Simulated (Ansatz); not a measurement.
# As: the cost of one run

Computed with Ansatz 0.2.0 (DFT PBE, scalar-relativistic, plane waves, PAW, unless a step's input says otherwise).

1 further run of the same task is left out (set aside as unsound or not needed).

## (1) Starting point

The structure is orthorhombic, space group Cmce (No. 64). Conventional cell: a = 3.650 Å, b = 11.000 Å, c = 4.470 Å, α = 90.00°, β = 90.00°, γ = 90.00°. As (site symmetry m) is surrounded by 3 As at 2.48 to 2.49 Å.

As a file:

```
As
1.0
     1.82500   -5.50000    0.00000
     1.82500    5.50000    0.00000
     0.00000    0.00000    4.47000
As
4
Direct
  0.11000 0.89000 0.94000
  0.61000 0.39000 0.56000
  0.89000 0.11000 0.06000
  0.39000 0.61000 0.44000
```

The structure comes from the Crystallography Open Database.

## (2) A distortion that keeps the symmetry

Against the listed cell: strain xx, yy, zz, yz, xz, xy = +0.9, +7.1, +1.4, +0.0, +0.0, +0.0 %; atoms moved by 0.15 Å root mean square, at most 0.15 Å.

Contents of input.yaml:

```yaml
crystal:
  lattice:
    - [1.841863, -5.892755, 0.0]
    - [1.841863, 5.892755, 0.0]
    - [0.0, 0.0, 4.5307026]
  atoms:
    - { symbol: As, position: [0.1180838375, 0.8819161625, 0.9670247939] }
    - { symbol: As, position: [0.6180838375, 0.3819161625, 0.5329752061] }
    - { symbol: As, position: [0.8819161625, 0.1180838375, 0.0329752061] }
    - { symbol: As, position: [0.3819161625, 0.6180838375, 0.4670247939] }
basis:
  ecutwfc: 420
kpoints:
  mp_grid: { grid: [10, 10, 8] }
hamiltonian:
  xc: pbe
scf:
  occupations: { method: gaussian, width: 0.05 }
output:
  forces: true
  stress: true
  eigenvalues: true
```

Command:

```console
ansatz run input.yaml --threads 1 --pin off --max-ram 1331MiB --backend cpu --events-out ev --progress --plain --runs-dir out
```

Q: Estimate wall time and peak memory on 1 thread of an x86-64 CPU, shared host.

About 46 s, with a peak of 0.65 GiB.
